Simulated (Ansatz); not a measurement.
A single-point calculation of CdS in the zincblende structure with the PAW code Ansatz, at the level r2SCAN. The cell was relaxed with r2SCAN and then strained (uniaxial -1.0 % along z, other directions held), with the atoms relaxed again with r2SCAN; k points keep the names of the unstrained zone.

Input (YAML):
```yaml
crystal:
  lattice:
    - [0.0, 2.939214843, 2.9098226946]
    - [2.939214843, 0.0, 2.9098226946]
    - [2.939214843, 2.939214843, 0.0]
  atoms:
    - { symbol: Cd, position: [0.0, 0.0, 0.0] }
    - { symbol: S, position: [0.25, 0.25, 0.25] }
kpoints:
  mp_grid: { grid: [8, 8, 8] }
  band_path:
    path:
      - [0.0, 0.0, 0.0]
      - [-0.5, -0.5, 0.0]
      - [-0.375, -0.375, 0.25]
      - [-0.375, 0.0, 0.375]
      - [0.0, 0.0, 0.5]
      - [-0.5, -0.25, 0.25]
    npoints: 1
hamiltonian:
  xc: r2scan
scf:
  occupations: { method: fixed }
  n_extra_bands: 4
output:
  forces: true
  stress: true
  eigenvalues: true
```

Command: `ansatz run input.yaml --threads 2 --pin off --max-ram 28569MiB --backend cpu --events-out ev --progress --plain --runs-dir out`. It took 4 s on 2 threads of AMD EPYC 7R13 Processor (Zen 3), on a shared host, load about 1.4 per core; peak host memory 0.66 GiB.

The log, with set-up remarks and timings taken out:
```
scf.n_extra_bands = 4 over 13 filled bands (N_el = 26.0): the run solves 17 bands
Pseudopotential: Cd, paw, valence charge 20, recommended cutoff 500 eV (meta_gga)
Pseudopotential: S, paw, valence charge 6, recommended cutoff 500 eV (meta_gga)
Functional definition: r2SCAN
Crystal: 2 atoms, lattice volume = 50.276 Å³
Basis set: ecut = 500 eV, 1243 PW (Γ)
Symmetry: 8 space group operations
Space group: I-4m2 (ITA 119)
k-points: 59 of 512 (time reversal used)
SCF iter   1: HF=-9175.597470 eV  Δρ=5.98e-3  dr2=9.55e-3
preconditioner: auto → none  [insulator: Δε(μ)=1.521 eV  ℏωp=22.2 eV]
SCF iter   2: HF=-9175.608379 eV  Δρ=3.07e-3  dr2=2.03e-3
SCF iter   3: HF=-9175.609064 eV  Δρ=1.33e-3  dr2=4.48e-4
SCF iter   4: HF=-9175.609203 eV  Δρ=6.09e-5  dr2=8.84e-7
SCF iter   5: HF=-9175.609188 eV  Δρ=1.30e-5  dr2=4.05e-8
SCF iter   6: HF=-9175.609189 eV  Δρ=1.33e-6  dr2=9.40e-10
SCF 1 converged in 6 iterations: F = -9175.609189 eV  dr2 = 9.40e-10
SCF converged after 6 iterations
Free energy (F): -9175.609189 eV
Fermi energy:    6.476477 eV
--- Forces (eV/Å), atoms counted from 1 ---
  atom   1  Cd      0.00000      0.00000      0.00000
  atom   2  S       0.00000      0.00000      0.00000
--- Stress (GPa, compression-positive) ---
        0.542439       0.000000       0.000000
        0.000000       0.542439       0.000000
        0.000000       0.000000       0.715979
  P = ⅓ Tr σ = 0.6003 GPa (6.003 kbar)
```

bands.tsv, columns around the gap (it counts bands from 0):
```tsv
# k_distance	band_8	band_9	band_10	band_11	band_12	band_13	band_14	band_15	band_16
# fermi_ev = 6.476477
# [0, 0, 0] at k_distance = 0.000000
# [-0.5, -0.5, 0] at k_distance = 1.079651
# [-0.375, -0.375, 0.25] at k_distance = 1.457548
# [-0.375, 0, 0.375] at k_distance = 2.113191
# [0, 0, 0.5] at k_distance = 2.768835
# [-0.5, -0.25, 0.25] at k_distance = 3.528456
# levels_relative_to = fermi_ev
0.000	-7.485	-7.481	-0.030	-0.030	0.000	1.545	7.047	7.047	7.049
1.080	-7.397	-7.022	-3.889	-1.917	-1.917	3.830	4.670	9.749	11.430
1.458	-7.437	-6.905	-3.875	-2.542	-1.565	4.547	5.797	8.928	9.521
2.113	-7.440	-6.915	-3.907	-2.547	-1.526	4.608	5.845	8.860	9.545
2.769	-7.444	-7.105	-4.387	-0.785	-0.744	3.440	7.411	7.491	7.825
3.528	-7.475	-6.859	-3.849	-2.259	-2.220	5.692	5.867	7.707	8.383
```
In order the rows are Γ, X, U, K, L, W.

The r2SCAN gap is direct at Γ: 1.55 eV. At this geometry r2SCAN finds +0.60 GPa, compression counted positive: its own equilibrium volume is larger.

No spin polarisation and no zero-point or thermal motion.

Spin-orbit coupling is left out.
